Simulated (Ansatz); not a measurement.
# Structure search: one BaZrO₃ candidate

Computed with Ansatz 0.2.0, DFT PBE, scalar-relativistic, plane waves, PAW. Cutoff 420 eV, Gaussian smearing, Γ-centred meshes. Cell and atoms relax first on a coarse mesh and then on a finer one. In between, the cell is made exact in the group found at 0.06 Å. In metals the finer mesh still leaves noise of several meV/atom or more. The steps can't lower the symmetry of their start. No spin polarisation in the relaxation; trial moments died out in a coarse test.

A trial structure of BaZrO₃ was built thus: random cell by space group and Wyckoff sites (Immm, No. 71). Lengths were set from tabulated atomic sizes, so they are only a guess.

```cif
data_structure
_symmetry_space_group_name_H-M 'Immm'
_symmetry_Int_Tables_number 71
_cell_length_a 4.5012
_cell_length_b 5.2991
_cell_length_c 7.6310
_cell_angle_alpha 90.000
_cell_angle_beta 90.000
_cell_angle_gamma 90.000
_cell_volume 182.02
loop_
_atom_site_label
_atom_site_type_symbol
_atom_site_symmetry_multiplicity
_atom_site_Wyckoff_symbol
_atom_site_fract_x
_atom_site_fract_y
_atom_site_fract_z
_atom_site_occupancy
Ba1 Ba 2 b 0.50000 0.00000 0.00000 1
Zr1 Zr 2 d 0.00000 0.50000 0.00000 1
O1 O 4 i 0.50000 0.50000 0.71196 1
O2 O 2 c 0.50000 0.50000 0.00000 1
```

Energies over the elements count from the elements' standard structures at the same level (O₂ as a molecule), with no fitted energy shifts.

**Question.** Where does the relaxation end?

**Answer.** The symmetry stays Immm (No. 71). The volume per atom shrinks by 6.9 %, from 18.2 to 16.9 Å³. The shortest distance goes from 2.20 Å (O–O) to 2.12 Å (Zr–O). The energy falls by about 0.34 eV/atom (the start's value is from the coarse mesh). Conventional cell: a = 4.237 Å, b = 4.882 Å, c = 8.190 Å. Ba has 6 O at 2.44–2.51 Å, 4 Zr at 3.23 Å, 4 O at 3.67 Å and 2 Zr at 4.10 Å; around Zr lie 2 O at 2.12 Å, 4 O at 2.79 Å, 4 Ba at 3.23 Å, 4 O at 3.47 Å and 2 Ba at 4.10 Å; O on a site of symmetry mm2 has 2 Ba at 2.51 Å, 2 O at 2.70–2.74 Å and 2 Zr at 2.79 Å; O on a site of symmetry mmm has 2 Zr at 2.12 Å, 2 Ba at 2.44 Å and 2 O at 2.74 Å.

```cif
data_structure
_symmetry_space_group_name_H-M 'P 1'
_symmetry_Int_Tables_number 1
_cell_length_a 5.2169
_cell_length_b 5.2169
_cell_length_c 5.2169
_cell_angle_alpha 132.084
_cell_angle_beta 124.204
_cell_angle_gamma 76.564
_cell_volume 84.70
loop_
_atom_site_label
_atom_site_type_symbol
_atom_site_fract_x
_atom_site_fract_y
_atom_site_fract_z
_atom_site_occupancy
Ba1 Ba 0.00000 0.50000 0.50000 1
Zr1 Zr 0.50000 0.00000 0.50000 1
O1 O 0.16504 0.16504 0.00000 1
O2 O 0.83496 0.83496 0.00000 1
O3 O 0.50000 0.50000 0.00000 1
```

**Question.** How does it come out in energy, and is it a metal?

**Answer.**

* Formation energy: −1.55 eV/atom
* Gap on the 12×12×12 mesh of the 5-atom cell: 0 eV (a metal)

The last run used Gaussian smearing of 0.10 eV. A structure relaxed within its symmetry needn't be a true minimum. In all, the 3 runs took 5.7 min on 1 thread of Arm Neoverse V1 (shared host). Another cell of BaZrO3 relaxed alike, in I4/mcm (a Materials Project cell), lies 1.74 eV/atom lower, so this cell isn't the stable form at this level.
